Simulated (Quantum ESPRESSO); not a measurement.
Rh in Quantum ESPRESSO: the effect of target pressure

Crystal: Rh.

```
Rh
1.0
     2.73098    0.00000    0.00000
    -1.36549    2.36510    0.00000
     0.00000    0.00000    4.42849
Rh
2
Direct
  0.33333 0.66667 0.25000
  0.66667 0.33333 0.75000
```

This isn't the form of Rh at room conditions, which is fcc.

Alike in all runs:

```yaml
Program: Quantum ESPRESSO 7.5
Task: relaxation of cell and atoms
Functional: PBEsol
Potentials_or_basis: GBRV 1.5 PBEsol
Cutoff: 707 eV
Density_cutoff: 5633 eV
k_mesh: 11 × 11 × 6
Occupations: fermi-dirac, width 0.05 eV
Spin: no spin polarisation
```

Each run relaxes the cell or the atoms first.

One run gave: relaxed volume 12.81 Å³/atom. Which target pressure did it use?
A. 30 GPa
B. 2 GPa
C. 5 GPa
D. 20 GPa
E. 10 GPa

D.

```csv
target pressure,relaxed volume (Å³/atom)
0 GPa,13.59
2 GPa,13.50
5 GPa,13.37
10 GPa,13.17
20 GPa,12.81
30 GPa,12.51
```
